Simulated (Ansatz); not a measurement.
# Na (fcc type): the cost of one run

Method: DFT PBE, with the methods named in each step, in Ansatz 0.2.0.

## 1. Starting point

Symmetry: Fm-3m, No. 225, cubic system. Conventional cell: a = 5.288 Å, b = 5.288 Å, c = 5.288 Å, α = 90.00°, β = 90.00°, γ = 90.00°. Around Na (site symmetry m-3m) lie 12 Na at 3.74 Å.

As a file:

```
CELL_PARAMETERS angstrom
0.00000 2.64402 2.64402
2.64402 0.00000 2.64402
2.64402 2.64402 0.00000
ATOMIC_POSITIONS crystal
Na 0.00000 0.00000 0.00000
```

## 2. Bulk cell relaxed, PAW

Input file input.yaml:

```yaml
crystal:
  lattice:
    - [0.0, 2.6440235555, 2.6440235555]
    - [2.6440235555, 0.0, 2.6440235555]
    - [2.6440235555, 2.6440235555, 0.0]
  atoms:
    - { symbol: Na, position: [0.0, 0.0, 0.0] }
kpoints:
  mp_grid: { grid: [14, 14, 14] }
scf:
  occupations: { method: fermi_dirac, width: 0.1 }
hamiltonian:
  xc: pbe
  pseudopotentials: { kind: paw }
output:
  forces: true
  stress: true
relax:
  f_tol: 0.005
  max_steps: 40
  cell: {}
```

Launch:

```
> ansatz run input.yaml --threads 2 --pin off --max-ram 4096MiB --backend cpu --events-out ev --progress --plain --runs-dir out
```

**Question.** How long does this run take on 2 threads of Intel Xeon 6975P-C (Granite Rapids), shared host, and how much memory does it need?

About 1.1 s, with a peak of 0.36 GiB.
